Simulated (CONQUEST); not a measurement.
# InPd (Pm-3m) in CONQUEST: further runs

The runs below take InPd through equation of state, with PBE.

Everything below comes from runs of CONQUEST 1.3. Logs are shortened: lines on timing, memory, paths and dates and some standing lists are left out, and cuts for length are marked.

## 1. The crystal as given

Symmetry: Pm-3m, No. 221, cubic system. The conventional cell has a = 3.272 Å, b = 3.272 Å, c = 3.272 Å, α = 90.00°, β = 90.00°, γ = 90.00°. In (site symmetry m-3m) has 8 Pd at 2.83 Å as nearest neighbours. Around Pd (site symmetry m-3m) lie 8 In at 2.83 Å.

The cell comes from a database or a generator and needn't be the stable form of this composition.

## 2. Equation of state, PBE, 16.46 Å³/atom (volume scaled by 0.94)

Conquest_input

```
IO.Title InPd
IO.Coordinates coords.dat
IO.FractionalAtomicCoords T
IO.Iprint 2
IO.Iprint_init 1
General.NumberOfSpecies 2
General.PseudopotentialType hamann
AtomMove.TypeOfRun static
AtomMove.FullStress T
Grid.PointsAlongX 32
Grid.PointsAlongY 32
Grid.PointsAlongZ 32
DM.SolutionMethod diagon
Diag.MPMesh T
Diag.GammaCentred T
Diag.MPMeshX 8
Diag.MPMeshY 8
Diag.MPMeshZ 8
Diag.kT 0.00183747
minE.SCTolerance 1e-6
SC.MaxIters 100
IO.AtomChargeOutput T
%block ChemicalSpeciesLabel
1 114.820 In
2 106.420 Pd
%endblock
```

coords.dat

```
    6.0567477468     0.0000000000     0.0000000000
    0.0000000000     6.0567477468     0.0000000000
    0.0000000000     0.0000000000     6.0567477468
2
  0.0000000000   0.0000000000   0.0000000000 1 T T T
  0.5000000000   0.5000000000   0.5000000000 2 T T T
```

Potentials or basis: PseudoDojo NC PBE, SZ, grid of 32 × 32 × 32 points.

On the command line:

```
OMP_NUM_THREADS=1 Conquest
```

The log of the run:

```text
Simulation cell dimensions:     6.0567 a0 x     6.0567 a0 x     6.0567 a0

      Atomic coordinates (a0)
         Atom         X         Y         Z  Species
            1    0.0000    0.0000    0.0000        1
            2    3.0284    3.0284    3.0284        2

WARNING: matrix size is a prime number      19

WARNING: prime: set block_size_c = block_size_r = 1

         Monkhorst-Pack mesh:   8 x   8 x   8 gamma-centred
        This calculation includes non-local pseudopotentials,
         with a maximum core radius of      8.41238623

    Job title: InPd
    Job to be run: static calculation

    Ground state search:
      Support functions represented with PAO basis
      1:1 PAO to SF mapping
      Non-spin-polarised electrons
      Solving for the K matrix using diagonalisation
      Using Fermi-Dirac smearing

    Integration grid size:     32 x   32 x   32

    Integration grid spacing:  0.189 a0 x 0.189 a0 x 0.189 a0

    Number of species:  2
    --------------------------------------------------------
    |   #  mass (au)  Charge (e)  SF Rad (a0)  NSF  Label  |
    --------------------------------------------------------
    |   1    114.820      13.000        8.707    9  In     |
    |   2    106.420      18.000        7.760   10  Pd     |
    --------------------------------------------------------
          SCF tolerance:                 0.00000100
          SCF iterations:               100

    The functional used will be GGA PBE96

           radial cut-off to be used is taken to be max PAO cut-off radius for this species:    8.412386

           greatest ang. mom. for making density from PAOs:  2

           radial cut-off to be used is taken to be max PAO cut-off radius for this species:    7.492897

           greatest ang. mom. for making density from PAOs:  2
    Minimum blocs/proc is      512. Maximum blocs/proc is      512
    set_atom_dens: In set_atomic_density, electrons :      31.000000000000
 matrix_size & matrix_size_padH =           19          19

    Screened ion int: energy:    -160.479716975163 Ha

    new_SC_potl: Starting.  Tolerance:  0.10000E-05

    PulayMixSC: Starting Pulay mixing, A_up =  0.500 A_dn =  0.500
    PulayMixSC: Spin non-polarised calculation.
          Harris-Foulkes Energy            :      -201.915440212967013 Ha
          GroundState Energy (E-(1/2)TS)   :      -201.915648507344599 Ha
          Free Energy (E-TS)               :      -201.915856801722157 Ha
          DFT Total Energy                 :      -201.910078753724491 Ha
          Total number of electrons        :        30.999999999999780
    PulayMixSC: Pulay iteration     1 residual:              0.12553E-02
          Harris-Foulkes Energy            :      -201.913475549566471 Ha
          GroundState Energy (E-(1/2)TS)   :      -201.913677872265282 Ha
          Free Energy (E-TS)               :      -201.913880194964094 Ha
          DFT Total Energy                 :      -201.912796495358208 Ha
          Total number of electrons        :        31.000009621425441
    PulayMixSC: Pulay iteration     2 residual:              0.63277E-03
          Harris-Foulkes Energy            :      -201.913206663501455 Ha
          GroundState Energy (E-(1/2)TS)   :      -201.913410024956391 Ha
          Free Energy (E-TS)               :      -201.913613386411328 Ha
          DFT Total Energy                 :      -201.913144862136789 Ha
          Total number of electrons        :        31.000013799376081
    PulayMixSC: Pulay iteration     3 residual:              0.27600E-03
          Harris-Foulkes Energy            :      -201.913172815989924 Ha
          GroundState Energy (E-(1/2)TS)   :      -201.913374763912145 Ha
          Free Energy (E-TS)               :      -201.913576711834395 Ha
          DFT Total Energy                 :      -201.913172662970737 Ha
          Total number of electrons        :        31.000018261420074
    PulayMixSC: Pulay iteration     4 residual:              0.74155E-05
          Harris-Foulkes Energy            :      -201.913172700087387 Ha
          GroundState Energy (E-(1/2)TS)   :      -201.913374691592935 Ha
          Free Energy (E-TS)               :      -201.913576683098483 Ha
          DFT Total Energy                 :      -201.913172643845826 Ha
          Total number of electrons        :        31.000018634144638
    PulayMixSC: Pulay iteration     5 residual:              0.30020E-05
          Harris-Foulkes Energy            :      -201.913172700277300 Ha
          GroundState Energy (E-(1/2)TS)   :      -201.913374674309296 Ha
          Free Energy (E-TS)               :      -201.913576648341319 Ha
          DFT Total Energy                 :      -201.913172700243649 Ha
          Total number of electrons        :        31.000018952261399
    PulayMixSC: Pulay iteration     6 residual:              0.98680E-07
    PulayMixSC: Reached SCF tolerance of  0.98680E-07 after      6 iterations
      | Number of electrons      =        31.000019
      |* band energy as 2Tr[K.H] =       -29.390086078203950 Ha
      |  screened ion-ion energy =      -160.479716975163086 Ha
      |  Ha correction           =        -0.006043174429704 Ha
      |  XC correction           =       -12.037326411709754 Ha
      | GS Energy as E-(1/2)TS   =      -201.913374674309296 Ha
      | Free Energy as E-TS      =      -201.913576648341319 Ha
      |* Harris-Foulkes energy   =      -201.913172700277300 Ha
      |* DFT total energy        =      -201.913172700243649 Ha
      |  estimated accuracy      =        -0.000000000033651 Ha

    force: Forces on atoms (Ha/a0)
    force:  Atom   X              Y              Z
    force:     1  -0.0000000000   0.0000000000  -0.0000000000
    force:     2  -0.0000000000   0.0000000000  -0.0000000000

    force: Maximum force :        0.00000000(Ha/a0) on atom         2 in z direction
    force: Force Residual:        0.00000000 Ha/a0
    force: Total stress:        -24.58209568     0.00000000     0.00000000 GPa
                             0.00000000   -24.58209568     0.00000000
                             0.00000000     0.00000000   -24.58209568
    force: Average pressure:     24.58209568 GPa

    force: Finished force
    get_E_and_F: Change in energy during last step of electronic optimisation: -0.18991E-09

    BIBLIOGRAPHY: Please consider citing the following references in the conquest.bib file

    CONQUEST:         Bowler2002pt, Miyazaki2004, Nakata2020
    Basis:            Bowler2019
    DM:               Bowler:2006xr
    Pseudopotentials: Hamann2013, Bowler2019
    XC functional:    Perdew1996

    Warnings written to file Conquest_warnings; please check
```

It took 19 s on 1 thread of Intel Xeon 6975P-C (Granite Rapids), shared host; peak memory 0.29 GiB.

What came out:

```
Free energy            : -5494.3483 eV
Pressure               : 24.6 GPa
Band gap on the k mesh : none (metal or under the smearing width)
```

Caveat: the atomic basis is small; the basis of atomic orbitals isn't converged, which shifts pressures, moduli and gaps.

## 3. Equation of state, PBE, 16.81 Å³/atom (volume scaled by 0.96)

Conquest_input is that of step 2.

coords.dat

```
    6.0994023053     0.0000000000     0.0000000000
    0.0000000000     6.0994023053     0.0000000000
    0.0000000000     0.0000000000     6.0994023053
2
  0.0000000000   0.0000000000   0.0000000000 1 T T T
  0.5000000000   0.5000000000   0.5000000000 2 T T T
```

Potentials or basis: PseudoDojo NC PBE, SZ, grid of 32 × 32 × 32 points.

On the command line:

```
OMP_NUM_THREADS=1 Conquest
```

Run time: 19 s. Hardware: 1 thread of Intel Xeon 6975P-C (Granite Rapids), shared host; peak memory 0.29 GiB.

It converged, with:

- Free energy: -5494.4469 eV
- Pressure: 20.6 GPa
- Band gap on the k mesh: none (metal or under the smearing width)

Caveat: the atomic basis is small; the basis of atomic orbitals isn't converged, which shifts pressures, moduli and gaps.

## 4. Equation of state, PBE, 17.16 Å³/atom (volume scaled by 0.98)

Conquest_input is that of step 3.

coords.dat

```
    6.1414684781     0.0000000000     0.0000000000
    0.0000000000     6.1414684781     0.0000000000
    0.0000000000     0.0000000000     6.1414684781
2
  0.0000000000   0.0000000000   0.0000000000 1 T T T
  0.5000000000   0.5000000000   0.5000000000 2 T T T
```

On the command line:

```
OMP_NUM_THREADS=1 Conquest
```

Wall time 18 s (1 thread of Intel Xeon 6975P-C (Granite Rapids), shared host); peak memory 0.27 GiB.

It converged, with:

```
Free energy            : -5494.5285 eV
Pressure               : 16.8 GPa
Band gap on the k mesh : none (metal or under the smearing width)
```

Caveat: the atomic basis is small; the basis of atomic orbitals isn't converged, which shifts pressures, moduli and gaps.

## 5. Equation of state, PBE, 17.51 Å³/atom

Conquest_input is that of step 4.

coords.dat

```
    6.1829661455     0.0000000000     0.0000000000
    0.0000000000     6.1829661455     0.0000000000
    0.0000000000     0.0000000000     6.1829661455
2
  0.0000000000   0.0000000000   0.0000000000 1 T T T
  0.5000000000   0.5000000000   0.5000000000 2 T T T
```

On the command line:

```
OMP_NUM_THREADS=1 Conquest
```

It took 17 s on 1 thread of Intel Xeon 6975P-C (Granite Rapids), shared host; peak memory 0.27 GiB.

Results (log left out):

| Quantity | Value |
| --- | --- |
| Free energy | -5494.5933 eV |
| Pressure | 13.1 GPa |
| Band gap on the k mesh | none (metal or under the smearing width) |

Caveat: the atomic basis is small; the basis of atomic orbitals isn't converged, which shifts pressures, moduli and gaps.

## 6. Equation of state, PBE, 17.86 Å³/atom (volume scaled by 1.02)

Conquest_input is that of step 5.

coords.dat

```
    6.2239141345     0.0000000000     0.0000000000
    0.0000000000     6.2239141345     0.0000000000
    0.0000000000     0.0000000000     6.2239141345
2
  0.0000000000   0.0000000000   0.0000000000 1 T T T
  0.5000000000   0.5000000000   0.5000000000 2 T T T
```

Potentials or basis: PseudoDojo NC PBE, SZ, grid of 32 × 32 × 32 points.

On the command line:

```
OMP_NUM_THREADS=1 Conquest
```

Wall time 17 s (1 thread of Intel Xeon 6975P-C (Granite Rapids), shared host); peak memory 0.27 GiB.

The run converged. Its results:

| Item | Value |
| --- | --- |
| Free energy | -5494.6451 eV |
| Pressure | 10.6 GPa |
| Band gap on the k mesh | none (metal or under the smearing width) |

Caveat: the atomic basis is small; the basis of atomic orbitals isn't converged, which shifts pressures, moduli and gaps.

## 7. Equation of state, PBE, 18.21 Å³/atom (volume scaled by 1.04)

Conquest_input is that of step 6.

coords.dat

```
    6.2643302939     0.0000000000     0.0000000000
    0.0000000000     6.2643302939     0.0000000000
    0.0000000000     0.0000000000     6.2643302939
2
  0.0000000000   0.0000000000   0.0000000000 1 T T T
  0.5000000000   0.5000000000   0.5000000000 2 T T T
```

On the command line:

```
OMP_NUM_THREADS=1 Conquest
```

Run time: 17 s. Hardware: 1 thread of Intel Xeon 6975P-C (Granite Rapids), shared host; peak memory 0.26 GiB.

Results (log left out):

| Property | Result |
| --- | --- |
| Free energy | -5494.6841 eV |
| Pressure | 7.5 GPa |
| Band gap on the k mesh | none (metal or under the smearing width) |

Caveat: the atomic basis is small; the basis of atomic orbitals isn't converged, which shifts pressures, moduli and gaps.

## 8. Equation of state, PBE, 18.56 Å³/atom (volume scaled by 1.06)

Conquest_input is that of step 7.

coords.dat

```
    6.3042315626     0.0000000000     0.0000000000
    0.0000000000     6.3042315626     0.0000000000
    0.0000000000     0.0000000000     6.3042315626
2
  0.0000000000   0.0000000000   0.0000000000 1 T T T
  0.5000000000   0.5000000000   0.5000000000 2 T T T
```

On the command line:

```
OMP_NUM_THREADS=1 Conquest
```

It took 17 s on 1 thread of Intel Xeon 6975P-C (Granite Rapids), shared host; peak memory 0.26 GiB.

Results (log left out):

```
Free energy            : -5494.7117 eV
Pressure               : 5.2 GPa
Band gap on the k mesh : none (metal or under the smearing width)
```

Caveat: the atomic basis is small; the basis of atomic orbitals isn't converged, which shifts pressures, moduli and gaps.

## 9. Equation of state, PBE

Potentials or basis: PseudoDojo NC PBE, SZ, grid of 32 × 32 × 32 points.

No new run: the results of the series are fitted here.

Results:

```
Equilibrium volume : 19.48 Å³/atom (rough: see the caveat)
Bulk modulus       : 94 GPa (rough)
```

Energy against volume, from the lowest point:
```csv
volume (Å³/atom),energy (meV/atom)
16.462,181.68
16.813,132.41
17.163,91.57
17.513,59.19
17.863,33.31
18.214,13.80
18.564,0.00
```

Caveat: the minimum lies outside the volumes run; the atomic basis is small; the basis of atomic orbitals isn't converged, which shifts pressures, moduli and gaps.
